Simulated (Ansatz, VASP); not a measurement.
**Si3Mo in VASP and in Ansatz**

Contents of INCAR:

```
ALGO = Normal ; EDIFF = 1E-6
EDIFFG = -0.04 ; ENCUT = 600
GGA = PE ; IBRION = 2
ISIF = 3 ; ISMEAR = 0
LASPH = T ; LCHARG = F
LREAL = F ; LWAVE = F
NELM = 100 ; NSW = 90
PREC = Accurate ; SIGMA = 0.1
```

KPOINTS

```
k-points
0
Gamma
  6 6 6
```

POSCAR

```
Si3Mo
1.0
   -2.5574553828      2.5574553828      2.5574553828
    2.5574553828     -2.5574553828      2.5574553828
    2.5574553828      2.5574553828     -2.5574553828
Si Mo
3 1
Direct
    0.0000000000      0.5000000000      0.5000000000
    0.5000000000      0.0000000000      0.5000000000
    0.5000000000      0.5000000000      0.0000000000
    0.0000000000      0.0000000000      0.0000000000
```

Input for Ansatz:

```yaml
crystal:
  lattice:
    - [-2.5574553828, 2.5574553828, 2.5574553828]
    - [2.5574553828, -2.5574553828, 2.5574553828]
    - [2.5574553828, 2.5574553828, -2.5574553828]
  atoms:
    - { symbol: Si, position: [0.0, 0.5, 0.5] }
    - { symbol: Si, position: [0.5, 0.0, 0.5] }
    - { symbol: Si, position: [0.5, 0.5, 0.0] }
    - { symbol: Mo, position: [0.0, 0.0, 0.0] }
basis:
  ecutwfc: 420
kpoints:
  mp_grid: { grid: [6, 6, 6] }
hamiltonian:
  xc: pbe
scf:
  occupations: { method: gaussian, width: 0.1 }
  lower_state_search: "off"
output:
  forces: true
  stress: true
  eigenvalues: true
relax:
  adjacent_minimum: "off"
  f_tol: 0.04
  max_steps: 70
  cell: { stress_tol: 0.4 }
```

Alike in both runs: task relaxation of cell and atoms; functional PBE; k mesh 6 × 6 × 6; occupations gaussian, width 0.1 eV; no spin polarisation.

```csv
,VASP,Ansatz
version,VASP 6.6.1,Ansatz 0.2.0
potentials or method,"VASP PAW PBE potentials, release 64 (Si, Mo_sv)","scalar-relativistic, plane waves, PAW"
plane-wave cutoff (eV),600,420
valence electrons in the cell,26,26
```

```tsv
	VASP	Ansatz	Ansatz less VASP
gap on the k mesh at the Fermi level, each at its own relaxed structure (eV)	none	none	-
relaxed volume (Å³/atom)	16.63	16.66	+0.035
relaxed cell length with the largest relative difference (Å)	4.421	4.424	+0.0031
```

A gap of «none» marks a metal or a gap that the smearing closes.
